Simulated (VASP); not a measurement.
# Zr4C5 in VASP: reference runs

How does Zr4C5 come out in PBE? The cell is run as given.

All numbers are computed with VASP 6.6.1; they aren't measurements. Logs are shortened: lines on timing, memory, paths and dates and some standing lists are left out, and cuts for length are marked.

## (1) The cell of the first run

The cell holds a slab with vacuum, 9 atoms: a = 3.324 Å, b = 3.324 Å, c = 25.855 Å, α = 90.00°, β = 90.00°, γ = 120.00°.

## (2) Single point, PBE (the (1 1 1) slab of ZrC, cut from the database cell, not relaxed)

The input, INCAR:

```
ALGO     = Normal         # electronic algorithm
DIPOL    = 0.5 0.5 0.500
EDIFF    = 1E-7           # SCF threshold, eV
ENCUT    = 520            # plane-wave cutoff, eV
GGA      = PE             # functional
IDIPOL   = 3            
ISIF     = 2              # what is computed and relaxed
ISMEAR   = -1             # smearing method
LASPH    = T              # aspherical terms in the spheres
LCHARG   = F              # write CHGCAR
LDIPOL   = T            
LREAL    = F              # projectors in reciprocal space
LWAVE    = F              # write WAVECAR
NBANDS   = 44             # bands
NELM     = 100            # most SCF steps
PREC     = Accurate       # precision mode
SIGMA    = 0.05           # smearing width, eV
```

The input, KPOINTS:

```
k-points
0
Gamma
  9 9 1
```

The input, POSCAR:

```
Zr4C5
1.0
    3.3236988564      0.0000000000      0.0000000000
   -1.6618494282      2.8784076442      0.0000000000
    0.0000000000      0.0000000000     25.8551550092
C Zr
5 4
Direct
    0.6666666667      0.3333333333      0.2900775492
    0.3333333333      0.6666666667      0.3950387746
    0.0000000000      0.0000000000      0.5000000000
    0.6666666667      0.3333333333      0.6049612254
    0.3333333333      0.6666666667      0.7099224508
    0.0000000000      0.0000000000      0.3425581619
    0.6666666667      0.3333333333      0.4475193873
    0.3333333333      0.6666666667      0.5524806127
    0.0000000000      0.0000000000      0.6574418381
```

Potentials or basis: VASP PAW PBE potentials, release 64 (C, Zr_sv).

Command:

```console
cat potpaw_PBE.64/C/POTCAR potpaw_PBE.64/Zr_sv/POTCAR > POTCAR
mpirun -np 1 vasp_std > vasp.out
```

OUTCAR:

```text
EDIFF = 1E-7
   ENCUT = 520
   GGA = PE
   ISIF = 2
   ISMEAR = -1
   LASPH = T
   LREAL = F
   NELM = 100
   PREC = Accurate

 ion  position               nearest neighbor table
   1  0.667  0.333  0.290-   6 2.35   6 2.35   6 2.35
   2  0.333  0.667  0.395-   7 2.35   6 2.35   7 2.35   6 2.35   6 2.35   7 2.35
   3  0.000  0.000  0.500-   7 2.35   8 2.35   7 2.35   8 2.35   7 2.35   8 2.35
   4  0.667  0.333  0.605-   8 2.35   9 2.35   8 2.35   9 2.35   9 2.35   8 2.35
   5  0.333  0.667  0.710-   9 2.35   9 2.35   9 2.35
   6  0.000  0.000  0.343-   1 2.35   2 2.35   1 2.35   2 2.35   1 2.35   2 2.35   7 3.32   7 3.32
                             7 3.32
   7  0.667  0.333  0.448-   2 2.35   3 2.35   2 2.35   3 2.35   3 2.35   2 2.35   6 3.32   8 3.32
                             8 3.32   6 3.32   6 3.32   8 3.32
   8  0.333  0.667  0.552-   4 2.35   3 2.35   4 2.35   3 2.35   3 2.35   4 2.35   9 3.32   7 3.32
                             7 3.32   9 3.32   9 3.32   7 3.32
   9  0.000  0.000  0.657-   4 2.35   5 2.35   4 2.35   5 2.35   4 2.35   5 2.35   8 3.32   8 3.32
                             8 3.32

  LATTYP: Found a hexagonal cell.
 ALAT       =     3.3236988564
 C/A-ratio  =     7.7790305699

  Lattice vectors:

 A1 = (   3.3236988564,   0.0000000000,   0.0000000000)
 A2 = (  -1.6618494282,   2.8784076442,   0.0000000000)
 A3 = (   0.0000000000,   0.0000000000,  25.8551550092)

Analysis of symmetry for initial positions (statically):
=====================================================================
 Subroutine PRICEL returns:
 Original cell was already a primitive cell.

 Routine SETGRP: Setting up the symmetry group for a
 hexagonal supercell.

 Subroutine GETGRP returns: Found 12 space group operations
 (whereof 12 operations were pure point group operations)
 out of a pool of 24 trial point group operations.

The static configuration has the point symmetry D_3d.

Analysis of symmetry for dynamics (positions and initial velocities):
=====================================================================
 Subroutine PRICEL returns:
 Original cell was already a primitive cell.

 Routine SETGRP: Setting up the symmetry group for a
 hexagonal supercell.

 Subroutine GETGRP returns: Found 12 space group operations
 (whereof 12 operations were pure point group operations)
 out of a pool of 24 trial point group operations.

The dynamic configuration has the point symmetry D_3d.

 Subroutine INISYM returns: Found 12 space group operations
 (whereof 12 operations are pure point group operations),
 and found     1 'primitive' translations

----------------------------------------------------------------------------------------

                                     Primitive cell

  volume of cell :     247.3552

  direct lattice vectors                    reciprocal lattice vectors
     3.323698856  0.000000000  0.000000000     0.300869616  0.173707154  0.000000000
    -1.661849428  2.878407644  0.000000000     0.000000000  0.347414308  0.000000000
     0.000000000  0.000000000 25.855155009     0.000000000  0.000000000  0.038677007

  length of vectors
     3.323698856  3.323698856 25.855155009     0.347414308  0.347414308  0.038677007

  position of ions in fractional coordinates (direct lattice)
     0.666666667  0.333333333  0.290077549
     0.333333333  0.666666667  0.395038775
     0.000000000  0.000000000  0.500000000
     0.666666667  0.333333333  0.604961225
     0.333333333  0.666666667  0.709922451
     0.000000000  0.000000000  0.342558162
     0.666666667  0.333333333  0.447519387
     0.333333333  0.666666667  0.552480613
     0.000000000  0.000000000  0.657441838

  ion indices of the primitive-cell ions
   primitive index   ion index
                 1           1
                 2           2
                 3           3
                 4           4
                 5           5
                 6           6
                 7           7
                 8           8
                 9           9

----------------------------------------------------------------------------------------

 KPOINTS: k-points

Automatic generation of k-mesh.
 Grid dimensions read from file:
 generate k-points for:    9    9    1

 Generating k-lattice:

  Cartesian coordinates                     Fractional coordinates (reciprocal lattice)
     0.033429957  0.019300795  0.000000000     0.111111111  0.000000000  0.000000000
     0.000000000  0.038601590  0.000000000     0.000000000  0.111111111  0.000000000
     0.000000000  0.000000000  0.038677007     0.000000000  0.000000000  1.000000000

  Length of vectors
     0.038601590  0.038601590  0.038677007

  Shift w.r.t. Gamma in fractional coordinates (k-lattice)
     0.000000000  0.000000000  0.000000000

 Subroutine IBZKPT returns following result:
 ===========================================

 Found     12 irreducible k-points:

 Following reciprocal coordinates:
            Coordinates               Weight
  0.000000  0.000000  0.000000      1.000000
  0.111111  0.000000  0.000000      6.000000
  0.222222  0.000000  0.000000      6.000000
  0.333333  0.000000  0.000000      6.000000
  0.444444  0.000000  0.000000      6.000000
  0.111111  0.111111  0.000000      6.000000
  0.222222  0.111111  0.000000     12.000000
  0.333333  0.111111  0.000000     12.000000
  0.444444  0.111111  0.000000      6.000000
  0.222222  0.222222  0.000000      6.000000
  0.333333  0.222222  0.000000     12.000000
  0.333333  0.333333  0.000000      2.000000
   k-points           NKPTS =     12   k-points in BZ     NKDIM =     12   number of bands    NBANDS=     44
   number of dos      NEDOS =    301   number of ions     NIONS =      9
   total plane-waves  NPLWV = 150528
   dimension x,y,z NGX =    28 NGY =   28 NGZ =  192
   dimension x,y,z NGXF=    56 NGYF=   56 NGZF=  384
   ions per type =               5   4
   NGX,Y,Z   is equivalent  to a cutoff of  14.01, 14.01, 12.35 a.u.
   NGXF,Y,Z  is equivalent  to a cutoff of  28.01, 28.01, 24.69 a.u.
 SYSTEM =  unknown system
   PREC   = accura    normal or accurate (medium, high low for compatibility)
   ISTART =      0    job   : 0-new  1-cont  2-samecut
   ICHARG =      2    charge: 1-file 2-atom 10-const
   ISPIN  =      1    spin polarized calculation?
   LNONCOLLINEAR =      F non collinear calculations
   LSORBIT =      F    spin-orbit coupling
   LASPH  =      T    aspherical Exc in radial PAW
   ENCUT  =  520.0 eV  38.22 Ry    6.18 a.u.   6.18  6.18 48.07*2*pi/ulx,y,z
   NELM   =    100;   NELMIN=  2; NELMDL= -5     # of ELM steps
   EDIFF  = 0.1E-06   stopping-criterion for ELM
   LREAL  =      F    real-space projection
   EDIFFG = 0.1E-05   stopping-criterion for IOM
   NSW    =      0    number of steps for IOM
   IBRION =     -1    ionic relax: 0-MD 1-quasi-New 2-CG
   NFREE  =      0    steps in history (QN), initial steepest desc. (CG)
   ISIF   =      2    stress and relaxation
   ISYM   =      2    0-nonsym 1-usesym 2-fastsym
   POTIM  = 0.5000    time-step for ionic-motion
   TEBEG  =    0.0;   TEEND  =   0.0 temperature during run
   PSTRESS=    0.0 pullay stress
   NELECT =      68.0000    total number of electrons
   NUPDOWN=      -1.0000    fix difference up-down
   EMIN   =  10.00;   EMAX   =-10.00  energy-range for DOS
   EFERMI =   0.00;   METHOD = LEGACY
   ISMEAR =    -1;   SIGMA  =   0.05  broadening in eV -4-tet -1-fermi 0-gaus
   EFERMI_NEDOS =   21; number of points for ismear=-14 and -15
   IALGO  =     38    algorithm
   IMIX   =      4    mixing-type and parameters
     AMIX     =   0.40;   BMIX     =  1.00
     AMIX_MAG =   1.60;   BMIX_MAG =  1.00
  volume/ion in A,a.u.               =      27.48       185.47
  Fermi-wavevector in a.u.,A,eV,Ry     =   1.064480  2.011575 15.416997  1.133117
  Thomas-Fermi vector in A             =   2.200000
   LORBIT       =      0    0 simple, 1 ext, 2 COOP (PROOUT), +10 PAW based schemes
   GGA     = PE    functional components
   LHFCALC =     F    Hartree Fock is set to
   AEXX    =    0.0000 exact exchange contribution
   IVDW    =     0    specifies the selected vdW correction
   LEPSILON=     F    determine dielectric tensor
   LRPA    =     F    only Hartree local field effects (RPA)
 non-spin polarized calculation
  energy-cutoff  :      520.00
  volume of cell :      247.36
 maximum number of plane-waves:      6684
 NGX is ok and might be reduce to    28
   NGX = 13   NGY = 13   NGZ = 97

 dipolmoment           0.000000      0.000000     -0.000000 electrons x Angstroem

 number of electron      68.0000000 magnetization

 dipolmoment           0.000000      0.000000      0.000000 electrons x Angstroem

 Free energy of the ion-electron system (eV)
  ---------------------------------------------------
  ext. energy  EPLUGINS =         0.00000000
  ---------------------------------------------------
  free energy    TOTEN  =       -78.48619284 eV

  energy without entropy =      -78.43017341  energy(sigma->0) =      -78.45818312

 E-fermi :   0.5485     XC(G=0):  -6.2272

 val. band max:        0.5414724406   @ k =   0.2222   0.0000   0.0000
 cond. band min:       0.5521357611   @ k =   0.3333   0.2222   0.0000
 fundamental gap:      0.0106633204
 Fermi energy:         0.5485262940

 k-point     1 :       0.0000    0.0000    0.0000
  band No.  band energies     occupation
      1     -47.7317      2.00000
      2     -47.6815      2.00000
      3     -47.4300      2.00000
      4     -47.4295      2.00000
      5     -26.1845      2.00000
      6     -25.8604      2.00000
[... 36 lines left out ...]
     43       3.7869      0.00000
     44       3.7869      0.00000
[... 476 lines left out ...]
      4     -47.3558      2.00000
      5     -26.0515      2.00000
      6     -26.0274      2.00000
[... 36 lines left out ...]
     43       4.7689      0.00000
     44       5.2428      0.00000

------------------------ aborting loop because EDIFF is reached ----------------------------------------

 vacuum level on the upper side and lower side of the slab       (xc-potential included)        -0.063        -0.063

  FORCE on cell =-STRESS in cart. coord.  units (eV):
  Direction    XX          YY          ZZ          XY          YZ          ZX
  --------------------------------------------------------------------------------------
  -------------------------------------------------------------------------------------
  Total       -1.7982720     -1.7982720     -3.2459941      0.0000000      0.0000000     -0.0000000
  in kB      -11.6478254    -11.6478254    -21.0250577      0.0000000      0.0000000     -0.0000000
  external PRESSURE =     -14.7735695 kB  Pullay stress =       0.0000000 kB

 VOLUME and BASIS-vectors are now :
 -----------------------------------------------------------------------------
  energy-cutoff  :      520.00
  volume of cell :      247.36
      direct lattice vectors                 reciprocal lattice vectors
     3.323698856  0.000000000  0.000000000     0.300869616  0.173707154  0.000000000
    -1.661849428  2.878407644  0.000000000     0.000000000  0.347414308  0.000000000
     0.000000000  0.000000000 25.855155009     0.000000000  0.000000000  0.038677007

 POSITION                                       TOTAL-FORCE (eV/Angst)
 -----------------------------------------------------------------------------------
      1.66185      0.95947      7.50000        -0.000000     -0.000000      1.251457
     -0.00000      1.91894     10.21379         0.000000      0.000000     -0.308998
      0.00000      0.00000     12.92758        -0.000000      0.000000      0.000000
      1.66185      0.95947     15.64137         0.000000     -0.000000      0.308998
     -0.00000      1.91894     18.35516         0.000000      0.000000     -1.251457
      0.00000      0.00000      8.85689        -0.000000      0.000000     -1.150729
      1.66185      0.95947     11.57068         0.000000     -0.000000      0.238619
     -0.00000      1.91894     14.28447        -0.000000      0.000000     -0.238619
      0.00000      0.00000     16.99826        -0.000000     -0.000000      1.150729
 -----------------------------------------------------------------------------------
    total drift:                                0.000000      0.000000      0.000000

  FREE ENERGIE OF THE ION-ELECTRON SYSTEM (eV)
  ---------------------------------------------------
  free  energy   TOTEN  =       -78.4861928365 eV

  energy  without entropy=      -78.4301734133  energy(sigma->0) =      -78.45818312

 vacuum level on the upper side and lower side of the slab         7.313         7.313
```

It took 4 min on 1 thread of Intel Xeon 6975P-C (Granite Rapids), shared host; peak memory 0.42 GiB.

What came out:

* Free energy: -78.4862 eV
* Largest force: 1.251 eV/Å
* Band gap on the k mesh: none (metal or under the smearing width)

Forces on the atoms (eV/Å):
```
C    0.000  0.000  1.251
C    0.000  0.000 -0.309
C    0.000  0.000  0.000
C    0.000  0.000  0.309
C    0.000  0.000 -1.251
Zr   0.000  0.000 -1.151
Zr   0.000  0.000  0.239
Zr   0.000  0.000 -0.239
Zr   0.000  0.000  1.151
```
